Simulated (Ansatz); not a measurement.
# Ti: the cost of one run

Program: Ansatz 0.2.0. Level of theory: DFT PBE, scalar-relativistic, plane waves, PAW. These are calculated values, not measurements.

56 further runs of the same task are left out: 56 set aside as unsound or not needed.

## (1) The starting structure

It takes space group Im-3m (No. 229, cubic). The conventional cell has a = 3.282 Å, b = 3.282 Å, c = 3.282 Å, α = 90.00°, β = 90.00°, γ = 90.00°. Ti (site symmetry m-3m) is surrounded by 8 Ti at 2.84 Å.

As a file:

```cif
data_structure
_symmetry_space_group_name_H-M 'P 1'
_symmetry_Int_Tables_number 1
_cell_length_a 2.8423
_cell_length_b 2.8423
_cell_length_c 2.8423
_cell_angle_alpha 109.471
_cell_angle_beta 109.471
_cell_angle_gamma 109.471
_cell_volume 17.68
loop_
_atom_site_label
_atom_site_type_symbol
_atom_site_fract_x
_atom_site_fract_y
_atom_site_fract_z
_atom_site_occupancy
Ti1 Ti 0.00000 0.00000 0.00000 1
```

Source of the structure: the Crystallography Open Database.

## (7) Plan of the scan

The energy is mapped over volume and a fixed ferromagnetic moment.

The axes are (1) volume per atom: 9 values from 14.15 to 20.36 Å³; (2) total spin moment of the cell, held fixed: 11 values from 0.0 to 1.0 μB.

Nothing else is relaxed (shape and fractional coordinates fixed). Points are written as (first, second).

(The set-up runs are not shown.)

## (8) The run at (14.15 Å³, 1.0 μB)

The input, input.yaml:

```yaml
crystal:
  lattice:
    - [-1.5235541254, 1.5235541254, 1.5235541254]
    - [1.5235541254, -1.5235541254, 1.5235541254]
    - [1.5235541254, 1.5235541254, -1.5235541254]
  atoms:
    - { symbol: Ti, position: [0.0, 0.0, 0.0], spin: 1.0 }
basis:
  ecutwfc: 520.0
kpoints:
  mp_grid: { grid: [22, 22, 22] }
hamiltonian:
  xc: pbe
scf:
  occupations: { method: gaussian, width: 0.15 }
  lower_state_search: "off"
output:
  forces: true
  stress: true
  eigenvalues: true
  populations: true
magnetization:
  spin_polarized: true
  initial_magnetization: 1.0
  spin_locking: { lock_magnetization: hard }
```

Run with:

```
$ ansatz run input.yaml --threads 1 --pin off --max-ram 2048MiB --backend cpu --events-out ev --progress --plain --runs-dir out
```

What time and memory should one allow on 1 thread of AMD EPYC 9R14 (Zen 4), shared host?

About 6.7 s, with a peak of 0.44 GiB.
